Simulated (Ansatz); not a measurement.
## What a change of settings does to a run on Ta

The cell was built from the diamond type and relaxed in the same program; it needn't be a known or the stable phase. The listed cell was then made from it by scaling, straining or moving an atom.

First run: DFT, PBE, all-electron PAW with datasets made for the crystal, scalar-relativistic (Ansatz 0.2.0).

Command: `ansatz run input.yaml --threads 1 --pin off --max-ram 2048MiB --backend cpu --events-out ev --progress --plain --runs-dir out` The run took 8.2 s on 1 thread of Intel(R) Xeon(R) 6975P-C (Granite Rapids), with other jobs on the host, peak memory 0.58 GiB.

```yaml
crystal:
  lattice:
    - [0.0, 3.1033627078, 3.1033627078]
    - [3.1033627078, 0.0, 3.1033627078]
    - [3.1033627078, 3.1033627078, 0.0]
  atoms:
    - { symbol: Ta, position: [0.0, 0.0, 0.0] }
    - { symbol: Ta, position: [0.25, 0.25, 0.25] }
kpoints:
  mp_grid: { grid: [9, 9, 9] }
scf:
  occupations: { method: fermi_dirac, width: 0.03 }
hamiltonian:
  xc: pbe
  pseudopotentials: { kind: all_electron, datasets: crystal }
output:
  forces: true
  stress: true
  eigenvalues: true
  efg: { contact_densities: true }
```

Result: converged; pressure -3.27 GPa; no gap on the k mesh; 9 SCF iterations.

Spin–orbit coupling is left out, though it moves levels of the heavy atoms by tenths of an eV or more.

A second run of a changed input logged this at its end:

```
SCF iter  36: F=—  HF=-849132.783481 eV  |F-HF|=—  |Δ(HF+E_count)|=   6.32e-4  Δρ=4.71e-2  dr2=1.53e0  ethr=5.91e-3  ⟨swp⟩=1.3  Hψ=752  notcnv=0
SCF iter  37: F=—  HF=-849132.782850 eV  |F-HF|=—  |Δ(HF+E_count)|=   6.31e-4  Δρ=4.71e-2  dr2=1.53e0  ethr=5.90e-3  ⟨swp⟩=1.4  Hψ=751  notcnv=0
SCF iter  38: F=—  HF=-849132.782220 eV  |F-HF|=—  |Δ(HF+E_count)|=   6.30e-4  Δρ=4.71e-2  dr2=1.53e0  ethr=5.89e-3  ⟨swp⟩=1.5  Hψ=760  notcnv=0
SCF iter  39: F=—  HF=-849132.781592 eV  |F-HF|=—  |Δ(HF+E_count)|=   6.28e-4  Δρ=4.70e-2  dr2=1.53e0  ethr=5.88e-3  ⟨swp⟩=1.6  Hψ=765  notcnv=0
SCF iter  40: F=—  HF=-849132.780965 eV  |F-HF|=—  |Δ(HF+E_count)|=   6.27e-4  Δρ=4.70e-2  dr2=1.52e0  ethr=5.87e-3  ⟨swp⟩=1.7  Hψ=776  notcnv=0
SCF iter  41: F=—  HF=-849132.780340 eV  |F-HF|=—  |Δ(HF+E_count)|=   6.25e-4  Δρ=4.69e-2  dr2=1.52e0  ethr=5.86e-3  ⟨swp⟩=1.8  Hψ=793  notcnv=0
SCF iter  42: F=—  HF=-849132.779717 eV  |F-HF|=—  |Δ(HF+E_count)|=   6.23e-4  Δρ=4.69e-2  dr2=1.52e0  ethr=5.85e-3  ⟨swp⟩=2.0  Hψ=845  notcnv=0
SCF iter  43: F=—  HF=-849132.779096 eV  |F-HF|=—  |Δ(HF+E_count)|=   6.22e-4  Δρ=4.69e-2  dr2=1.51e0  ethr=5.84e-3  ⟨swp⟩=1.7  Hψ=776  notcnv=0
SCF iter  44: F=—  HF=-849132.778475 eV  |F-HF|=—  |Δ(HF+E_count)|=   6.21e-4  Δρ=4.68e-2  dr2=1.51e0  ethr=5.83e-3  ⟨swp⟩=1.7  Hψ=771  notcnv=0
SCF iter  45: F=—  HF=-849132.777855 eV  |F-HF|=—  |Δ(HF+E_count)|=   6.20e-4  Δρ=4.68e-2  dr2=1.51e0  ethr=5.82e-3  ⟨swp⟩=1.6  Hψ=762  notcnv=0
SCF iter  46: F=—  HF=-849132.777236 eV  |F-HF|=—  |Δ(HF+E_count)|=   6.19e-4  Δρ=4.67e-2  dr2=1.51e0  ethr=5.81e-3  ⟨swp⟩=1.5  Hψ=757  notcnv=0
SCF iter  47: F=—  HF=-849132.776619 eV  |F-HF|=—  |Δ(HF+E_count)|=   6.18e-4  Δρ=4.67e-2  dr2=1.51e0  ethr=5.80e-3  ⟨swp⟩=1.5  Hψ=763  notcnv=0
SCF iter  48: F=—  HF=-849132.776003 eV  |F-HF|=—  |Δ(HF+E_count)|=   6.16e-4  Δρ=4.67e-2  dr2=1.50e0  ethr=5.79e-3  ⟨swp⟩=1.7  Hψ=774  notcnv=0
SCF iter  49: F=—  HF=-849132.775388 eV  |F-HF|=—  |Δ(HF+E_count)|=   6.15e-4  Δρ=4.66e-2  dr2=1.50e0  ethr=5.78e-3  ⟨swp⟩=1.5  Hψ=758  notcnv=0
SCF iter  50: F=—  HF=-849132.774831 eV  |F-HF|=—  |Δ(HF+E_count)|=   5.57e-4  Δρ=4.66e-2  dr2=1.50e0  ethr=5.77e-3  ⟨swp⟩=1.6  Hψ=765  notcnv=0
Error: did not converge after 50 iterations: dr2 = 1.50e0 (threshold 6.25e-8), under the density mixer `anderson`; raise `scf.max_iter`, which need not help a stalled SCF, or adjust the mixing (`scf.mixing`) or, under a smearing, its width (`scf.occupations.width`, in either direction: another width is another result); this SCF holds its density and magnetisation to the symmetry operations that it keeps, and cannot end on a state that breaks one of them: if the state sought breaks one, re-run with `crystal.symmetry.detect: false`, without `crystal.symmetry.time_reversal: true`, on a non-collinear deck whose state breaks time reversal, with `crystal.symmetry.time_reversal: false` beside it (there exact exchange or a DFT+U term alone can polarise the run; a magnetic state wants starting moments), where the deck allows it (that run may end on another state, and need not converge either); this run sums exchange and correlation on more points than the dense box has (`basis.xc_grid`), where a deck that converges on the dense box may not converge: try another level (where the key is left out runs that use forces, runs that use the stress, dielectric runs by a finite field, finite-displacement phonons, runs of phonons.displacement_patterns under a GGA or a meta-GGA, phonons by method: dfpt, dielectric runs by the response, runs on support functions, runs on PAW files under a meta-GGA or a hybrid on one, runs at kind: all_electron or under a hybrid on a GGA, runs under a text's formulas of a gradient, and runs on PAW files that evaluate rPW86 or Becke's exchange or LYP's correlation can take a finer level, which can go by the root key accuracy; a number is taken as typed), or, where it is served, `1`, the dense box, on which forces and the stress change with where the atoms sit on the grid; a lower level also moves a field's Born charges, by the response (dielectric, § Limitations, in the input reference) or by a finite field; under a meta-GGA, try another mixer (`scf.mixing.algorithm: broyden`); mind that the stability of the state on which such a run converges can go unchecked at the default of `scf.lower_state_search`; see `basis.xc_grid`, Limitations
```

Question: What was wrong with the input?

Answer: Mixing far too weak, by this change (others could give a like log):
```diff
@@ -11,4 +11,6 @@
 scf:
   occupations: { method: fermi_dirac, width: 0.03 }
+  mixing: { algorithm: anderson, beta: 0.001, ndim: 1 }
+  max_iter: 50
 hamiltonian:
   xc: pbe
```
